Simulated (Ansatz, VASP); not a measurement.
# BN in VASP and in Ansatz

Contents of INCAR:

```
SYSTEM = BN
  PREC = Accurate
  ENCUT = 520
  EDIFF = 1E-7
  ISMEAR = -1
  SIGMA = 0.05
  LREAL = .FALSE.
  LASPH = .TRUE.
  NELM = 60
  ALGO = Fast
  ISIF = 2
  LWAVE = .FALSE.
  LCHARG = .FALSE.
  GGA = PE
  NBANDS = 11
```

File KPOINTS:

```
regular mesh
0
G
  12 12 12
  0 0 0
```

POSCAR

```
BN
1.0
    1.2511217832      0.7223354983      3.3729344033
   -1.2511217832      0.7223354983      3.3729344033
    0.0000000000     -1.4446709966      3.3729344033
N B
1 1
Direct
    0.6672382000      0.6672382000      0.6672382000
    0.0003288000      0.0003288000      0.0003288000
```

File KPOINTS_OPT:

```
path GLB1,BZGX,QFP1Z,LP
20
line-mode
reciprocal
 0.0000000000  0.0000000000  0.0000000000  G
 0.5000000000  0.0000000000  0.0000000000  L

 0.5000000000  0.0000000000  0.0000000000  L
 0.5000000000  0.1972419765 -0.1972419765  B1

 0.8027580235  0.5000000000  0.1972419765  B
 0.5000000000  0.5000000000  0.5000000000  Z

 0.5000000000  0.5000000000  0.5000000000  Z
 0.0000000000  0.0000000000  0.0000000000  G

 0.0000000000  0.0000000000  0.0000000000  G
 0.3486209883  0.0000000000 -0.3486209883  X

 0.6513790117  0.3486209883  0.0000000000  Q
 0.5000000000  0.5000000000  0.0000000000  F

 0.5000000000  0.5000000000  0.0000000000  F
 0.6513790117  0.6513790117  0.1972419765  P1

 0.6513790117  0.6513790117  0.1972419765  P1
 0.5000000000  0.5000000000  0.5000000000  Z

 0.5000000000  0.0000000000  0.0000000000  L
 0.8027580235  0.3486209883  0.3486209883  P
```

File input.yaml:

```yaml
crystal:
  lattice:
    - [1.2511217832, 0.7223354983, 3.3729344033]
    - [-1.2511217832, 0.7223354983, 3.3729344033]
    - [0.0, -1.4446709966, 3.3729344033]
  atoms:
    - { symbol: "N", position: [0.6672382, 0.6672382, 0.6672382] }
    - { symbol: B, position: [0.0003288, 0.0003288, 0.0003288] }
hamiltonian:
  xc: pbe
  pseudopotentials: { kind: paw }
kpoints:
  mp_grid: { grid: [12, 12, 12] }
  band_path:
    path:
      - [[0.0, 0.0, 0.0], [0.5, 0.0, 0.0], [0.5, 0.1972419765, -0.1972419765]]
      - [[0.8027580235, 0.5, 0.1972419765], [0.5, 0.5, 0.5], [0.0, 0.0, 0.0], [0.3486209883, 0.0, -0.3486209883]]
      - [[0.6513790117, 0.3486209883, 0.0], [0.5, 0.5, 0.0], [0.6513790117, 0.6513790117, 0.1972419765], [0.5, 0.5, 0.5]]
      - [[0.5, 0.0, 0.0], [0.8027580235, 0.3486209883, 0.3486209883]]
    npoints: 14
scf:
  occupations: { method: fermi_dirac, width: 0.05 }
  n_extra_bands: 6
output:
  forces: true
  stress: true
  eigenvalues: true
  fatbands: false
  write_density: true
  write_potential: true
  elf: true
  volumetric_format: npy
```

The cell is a database's computed one.

Alike in both runs: task band structure; functional PBE; k mesh 12 × 12 × 12; occupations fermi-dirac, width 0.05 eV; no spin polarisation.

|  | VASP | Ansatz |
| --- | --- | --- |
| version | VASP 6.6.1 | Ansatz 0.2.0 |
| potentials or method | VASP PAW PBE potentials, release 64 (N, B) | Ansatz PAW |
| plane-wave cutoff (eV) | 520 | 420 |
| valence electrons in the cell | 8 | 8 |

|  | VASP | Ansatz | Ansatz less VASP |
| --- | --- | --- | --- |
| gap on the k mesh at the Fermi level (eV) | 4.28 | 4.29 | +0.007 |
| least direct gap on the mesh (eV) | 4.70 | 4.70 | +0.003 |
| gap along the band path (eV) | 4.22 | 4.24 | +0.020 |
| pressure (GPa) | 3.6 | 3.6 | -0.07 |
| largest component of the traceless stress (GPa) | 1.40 | 1.20 | -0.206 |

With one functional, cell and mesh, what is left measures potentials, basis and numerics.

Caveats: the pressure holds a Pulay correction of +0.6 GPa for the finite cutoff (Ansatz).
